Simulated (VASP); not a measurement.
# PtS2 (P-3m1) in VASP: a series of runs

Runs on PtS2. Level: PBE. Tasks: single point.

Everything below comes from runs of VASP 6.6.1. Logs are shortened: lines on timing, memory, paths and dates and some standing lists are left out, and cuts for length are marked.

## 1. Starting point

The structure is trigonal, space group P-3m1 (No. 164). Conventional cell: a = 3.543 Å, b = 3.543 Å, c = 5.039 Å, α = 90.00°, β = 90.00°, γ = 120.00°. Pt (site symmetry -3m) is surrounded by 6 S at 2.34 Å. Around S (site symmetry 3m) lie 3 Pt at 2.34 Å.

## 2. Single point, PBE, spin-orbit coupling, no magnetisation

Contents of INCAR:

```
SYSTEM = PtS2
ALGO = Normal ; EDIFF = 1E-7
ENCUT = 520 ; GGA = PE
GGA_COMPAT = .False. ; ISIF = 2
ISMEAR = 0 ; LASPH = .True.
LCHARG = .False. ; LMAXMIX = 4
LNONCOLLINEAR = .True. ; LORBIT = 11
LREAL = .False. ; LSORBIT = .True.
LWAVE = .False. ; MAGMOM = 0 0 0 0 0 0 0 0 0
NBANDS = 38 ; NELM = 100
PREC = Accurate ; SIGMA = 0.02
```

Contents of KPOINTS:

```
k-points
0
Gamma
  4 4 2
  0 0 0
```

Contents of POSCAR:

```
PtS2
1.0
    3.5432000000      0.0000000000      0.0000000000
   -1.7716000000      3.0685012107      0.0000000000
    0.0000000000      0.0000000000      5.0388000000
Pt S
1 2
Direct
    0.0000000000      0.0000000000      0.0000000000
    0.6666666667      0.3333333333      0.7730000000
    0.3333333333      0.6666666667      0.2270000000
```

Potentials or basis: VASP PAW PBE potentials, release 64 (Pt, S).

Command:

```sh
$ cat potpaw_PBE.64/Pt/POTCAR potpaw_PBE.64/S/POTCAR > POTCAR
$ mpirun -np 1 vasp_ncl > vasp.out
```

OUTCAR:

```text
SYSTEM = PtS2
   EDIFF = 1E-7
   ENCUT = 520
   GGA = PE
   ISIF = 2
   ISMEAR = 0
   LASPH = .True.
   LNONCOLLINEAR = .True.
   LORBIT = 11
   LREAL = .False.
   LSORBIT = .True.
   NELM = 100
   PREC = Accurate

 Found      8 irreducible k-points:

 Following reciprocal coordinates:
            Coordinates               Weight
  0.000000  0.000000  0.000000      1.000000
  0.250000  0.000000  0.000000      6.000000
  0.500000  0.000000  0.000000      3.000000
  0.250000  0.250000  0.000000      6.000000
  0.000000  0.000000  0.500000      1.000000
  0.250000  0.000000  0.500000      6.000000
   k-points           NKPTS =      8   k-points in BZ     NKDIM =      8   number of bands    NBANDS=     38
   number of dos      NEDOS =    301   number of ions     NIONS =      3
   total plane-waves  NPLWV =  31360
   dimension x,y,z NGX =    28 NGY =   28 NGZ =   40
   dimension x,y,z NGXF=    56 NGYF=   56 NGZF=   80
   ions per type =               1   2
   NGX,Y,Z   is equivalent  to a cutoff of  13.14, 13.14, 13.20 a.u.
   NGXF,Y,Z  is equivalent  to a cutoff of  26.28, 26.28, 26.39 a.u.
 SYSTEM =  PtS2
   PREC   = accura    normal or accurate (medium, high low for compatibility)
   ISTART =      0    job   : 0-new  1-cont  2-samecut
   ICHARG =      2    charge: 1-file 2-atom 10-const
   ISPIN  =      1    spin polarized calculation?
   LNONCOLLINEAR =      T non collinear calculations
   LSORBIT =      T    spin-orbit coupling
   LASPH  =      T    aspherical Exc in radial PAW
   ENCUT  =  520.0 eV  38.22 Ry    6.18 a.u.   6.59  6.59  9.37*2*pi/ulx,y,z
   NELM   =    100;   NELMIN=  2; NELMDL= -5     # of ELM steps
   EDIFF  = 0.1E-06   stopping-criterion for ELM
   LREAL  =      F    real-space projection
   EDIFFG = 0.1E-05   stopping-criterion for IOM
   NSW    =      0    number of steps for IOM
   IBRION =     -1    ionic relax: 0-MD 1-quasi-New 2-CG
   NFREE  =      0    steps in history (QN), initial steepest desc. (CG)
   ISIF   =      2    stress and relaxation
   ISYM   =      2    0-nonsym 1-usesym 2-fastsym
   POTIM  = 0.5000    time-step for ionic-motion
   TEBEG  =    0.0;   TEEND  =   0.0 temperature during run
   PSTRESS=    0.0 pullay stress
   NELECT =      22.0000    total number of electrons
   NUPDOWN=      -1.0000    fix difference up-down
   EMIN   =  10.00;   EMAX   =-10.00  energy-range for DOS
   EFERMI =   0.00;   METHOD = LEGACY
   ISMEAR =     0;   SIGMA  =   0.02  broadening in eV -4-tet -1-fermi 0-gaus
   EFERMI_NEDOS =   21; number of points for ismear=-14 and -15
   IALGO  =     38    algorithm
   IMIX   =      4    mixing-type and parameters
     AMIX     =   0.40;   BMIX     =  1.00
[... 272 lines left out ...]
  Total        4.0230210      4.0230210      3.3267389      0.0000000      0.0000000      0.0000000
  in kB      117.6559233    117.6559233     97.2926891      0.0000000      0.0000000      0.0000000
  external PRESSURE =     110.8681786 kB  Pullay stress =       0.0000000 kB

 VOLUME and BASIS-vectors are now :
 -----------------------------------------------------------------------------
  energy-cutoff  :      520.00
  volume of cell :       54.78
      direct lattice vectors                 reciprocal lattice vectors
     3.543200000  0.000000000  0.000000000     0.282230752  0.162946001  0.000000000
    -1.771600000  3.068501211  0.000000000     0.000000000  0.325892001  0.000000000
     0.000000000  0.000000000  5.038800000     0.000000000  0.000000000  0.198459951

 POSITION                                       TOTAL-FORCE (eV/Angst)
 -----------------------------------------------------------------------------------
      0.00000      0.00000      0.00000        -0.000000      0.000000     -0.000000
      1.77160      1.02283      3.89499         0.000000      0.000000     -1.336909
     -0.00000      2.04567      1.14381         0.000000      0.000000      1.336909
 -----------------------------------------------------------------------------------
    total drift:                                0.000000     -0.000000     -0.000000

  FREE ENERGIE OF THE ION-ELECTRON SYSTEM (eV)
  ---------------------------------------------------
  free  energy   TOTEN  =       -15.6716588780 eV

  energy  without entropy=      -15.6716588780  energy(sigma->0) =      -15.67165888

 Spin-Orbit-Coupling matrix elements

 Ion:    1  E_soc:     -0.7636446
 l=   1
     0.0000000    -0.0373433    -0.0395753
    -0.0373433     0.0000000    -0.0373433
    -0.0395753    -0.0373433     0.0000000
 l=   2
     0.0000000    -0.0198525     0.0000000    -0.0198525    -0.0679506
    -0.0198525     0.0000000    -0.0481603    -0.0238793    -0.0198525
     0.0000000    -0.0481603     0.0000000    -0.0481603     0.0000000
    -0.0198525    -0.0238793    -0.0481603     0.0000000    -0.0198525
    -0.0679506    -0.0198525     0.0000000    -0.0198525     0.0000000
 l=   3
     0.0000000     0.0000000     0.0000000     0.0000000     0.0000000     0.0000000     0.0000000
     0.0000000     0.0000000     0.0000000     0.0000000     0.0000000     0.0000000     0.0000000
     0.0000000     0.0000000     0.0000000     0.0000000     0.0000000     0.0000000     0.0000000
     0.0000000     0.0000000     0.0000000     0.0000000     0.0000000     0.0000000     0.0000000
[... 29 lines left out ...]
 l=   2
     0.0000000     0.0000000     0.0000000     0.0000000     0.0000000
     0.0000000     0.0000000     0.0000000     0.0000000     0.0000000
     0.0000000     0.0000000     0.0000000     0.0000000     0.0000000
     0.0000000     0.0000000     0.0000000     0.0000000     0.0000000
     0.0000000     0.0000000     0.0000000     0.0000000     0.0000000
 l=   3
     0.0000000     0.0000000     0.0000000     0.0000000     0.0000000     0.0000000     0.0000000
     0.0000000     0.0000000     0.0000000     0.0000000     0.0000000     0.0000000     0.0000000
     0.0000000     0.0000000     0.0000000     0.0000000     0.0000000     0.0000000     0.0000000
     0.0000000     0.0000000     0.0000000     0.0000000     0.0000000     0.0000000     0.0000000
     0.0000000     0.0000000     0.0000000     0.0000000     0.0000000     0.0000000     0.0000000
     0.0000000     0.0000000     0.0000000     0.0000000     0.0000000     0.0000000     0.0000000
     0.0000000     0.0000000     0.0000000     0.0000000     0.0000000     0.0000000     0.0000000

 total charge

# of ion       s       p       d       tot
------------------------------------------
    1        0.732   0.889   8.010   9.631
    2        1.361   2.307   0.000   3.668
    3        1.361   2.307   0.000   3.668
--------------------------------------------------
tot          3.454   5.503   8.010  16.966

 magnetization (x)

# of ion       s       p       d       tot
------------------------------------------
    1       -0.000   0.000   0.000  -0.000
    2        0.000  -0.000   0.000  -0.000
    3        0.000  -0.000   0.000  -0.000
--------------------------------------------------
tot         -0.000  -0.000   0.000  -0.000

 magnetization (y)

# of ion       s       p       d       tot
------------------------------------------
    1       -0.000  -0.000   0.000  -0.000
    2       -0.000   0.000   0.000   0.000
    3       -0.000   0.000   0.000   0.000
--------------------------------------------------
tot         -0.000   0.000   0.000   0.000

 magnetization (z)

# of ion       s       p       d       tot
------------------------------------------
    1        0.000   0.000  -0.000  -0.000
    2        0.000   0.000   0.000   0.000
    3        0.000   0.000   0.000   0.000
--------------------------------------------------
tot          0.000   0.000  -0.000  -0.000
```

OSZICAR:

```text
N       E                     dE             d eps       ncg     rms          rms(c)
DAV:   1     0.122457804681E+03    0.12246E+03   -0.99982E+03   616   0.104E+03
DAV:   2    -0.945893625553E+01   -0.13192E+03   -0.12361E+03   724   0.228E+02
DAV:   3    -0.169933599581E+02   -0.75344E+01   -0.74303E+01   744   0.524E+01
DAV:   4    -0.170960984603E+02   -0.10274E+00   -0.10264E+00   746   0.690E+00
DAV:   5    -0.170980851642E+02   -0.19867E-02   -0.19865E-02   764   0.960E-01    0.221E+01
DAV:   6    -0.158840823048E+02    0.12140E+01   -0.46648E+00   688   0.226E+01    0.140E+01
DAV:   7    -0.157004779727E+02    0.18360E+00   -0.97491E-01   670   0.976E+00    0.704E+00
DAV:   8    -0.156775415501E+02    0.22936E-01   -0.43822E-02   704   0.133E+00    0.257E+00
DAV:   9    -0.156715912974E+02    0.59503E-02   -0.76031E-03   722   0.913E-01    0.503E-01
DAV:  10    -0.156715525540E+02    0.38743E-04   -0.21408E-03   736   0.335E-01    0.151E-01
DAV:  11    -0.156716248146E+02   -0.72261E-04   -0.15514E-04   716   0.903E-02    0.933E-02
DAV:  12    -0.156716542621E+02   -0.29448E-04   -0.20227E-05   722   0.325E-02    0.290E-02
DAV:  13    -0.156716577458E+02   -0.34837E-05   -0.59141E-06   708   0.202E-02    0.805E-03
DAV:  14    -0.156716584312E+02   -0.68543E-06   -0.96035E-07   744   0.643E-03    0.423E-03
DAV:  15    -0.156716587699E+02   -0.33863E-06   -0.86613E-08   596   0.232E-03    0.123E-03
DAV:  16    -0.156716588754E+02   -0.10549E-06   -0.84994E-08   540   0.172E-03    0.679E-04
DAV:  17    -0.156716588780E+02   -0.26262E-08   -0.49641E-09   430   0.534E-04
   1 F= -.15671659E+02 E0= -.15671659E+02  d E =-.166471E-23  mag=    -0.0000     0.0000     0.0000
```

Run time: 25 s. Hardware: 1 thread of Intel Xeon 6975P-C (Granite Rapids), shared host; peak memory 0.31 GiB.

These settings aren't checked as converged: the numbers below hold their error.

What came out:

```yaml
Free_energy: -15.6717 eV
Pressure: 11.1 GPa
Largest_force: 1.337 eV/Å
Valence_electrons_inside_the_program's_atomic_spheres: Pt 9.63; S 3.67
```

Caveat: the k mesh is coarse (spacing up to 0.62 Å⁻¹), so the values aren't converged; forces of over 1 eV/Å show positions far from the minimum, so gaps and moduli don't describe the material at rest.

[end of part 1 of 2]
